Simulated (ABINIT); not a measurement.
The system is BaS.

```
Ba S
1.0
     0.00000    3.19375    3.19375
     3.19375    0.00000    3.19375
     3.19375    3.19375    0.00000
Ba S
1 1
Direct
  0.00000 0.00000 0.00000
  0.50000 0.50000 0.50000
```

Base run:

```yaml
Program: ABINIT 10.8.3 (patched build)
Functional: rPW86PBE
Potentials_or_basis: JTH PAW PBE v2.0
Cutoff: 544 eV
k_mesh: 7 × 7 × 7
Occupations: fermi-dirac, width 0.05 eV
Spin: no spin polarisation
```

Its results: band gap on the k mesh 2.17 eV, indirect (least direct gap 2.31 eV); pressure 2.8 GPa.

Q: After a change of settings the same cell gave: band gap on the k mesh 2.18 eV, indirect (least direct gap 2.33 eV); pressure 1.3 GPa. Which change was it?
A. functional from rPW86PBE to PBEsol
B. functional from rPW86PBE to LDA-PZ; potentials or basis from JTH PAW PBE v2.0 to JTH PAW LDA v2.0
C. functional from rPW86PBE to PBE
D. functional from rPW86PBE to RPBE

A: C.

Caveats: this set's barium file shifts pressures by 1.5 GPa and gaps by 0.1 eV against other sets; spin-orbit coupling is left out, which moves the levels of the heavy elements; the PAW data sets were made with another functional, which shifts forces and pressure a little (some runs).
